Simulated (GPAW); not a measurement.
PtS2:

```
Pt S
1.0
     3.54320    0.00000    0.00000
    -1.77160    3.06850    0.00000
     0.00000    0.00000    5.03880
Pt S
1 2
Direct
  0.00000 0.00000 0.00000
  0.66667 0.33333 0.77300
  0.33333 0.66667 0.22700
```

Base run:

```yaml
Program: GPAW 26.7.0
Functional: PBE
Potentials_or_basis: GPAW PAW data sets (gpaw-data 1.2.1)
Cutoff: 400 eV
Basis: pw
k_mesh: 7 × 7 × 4
Occupations: fermi-dirac, width 0.001 eV
Spin: no spin polarisation
Hubbard_terms: Pt d U = 6.0 eV
```

Its results: band gap on the k mesh 0.68 eV, indirect (least direct gap 0.95 eV).

After a change of settings the same cell gave: band gap on the k mesh 0.61 eV, indirect (least direct gap 0.90 eV). Which change was it?
A. hubbard terms from Pt d U = 6.0 eV to Pt d U = 2.0 eV
B. hubbard terms from Pt d U = 6.0 eV to Pt d U = 8.0 eV
C. hubbard terms from Pt d U = 6.0 eV to none

B.

Caveats: with so narrow a direct gap the onset needs a denser k mesh; the long-wavelength limit can be off by several per cent where d states take part; response on these states lacks terms of the Hamiltonian; spin-orbit coupling is left out, which moves the levels of the heavy elements; an odd mesh through Γ misses points on the zone boundary, where band edges often lie.
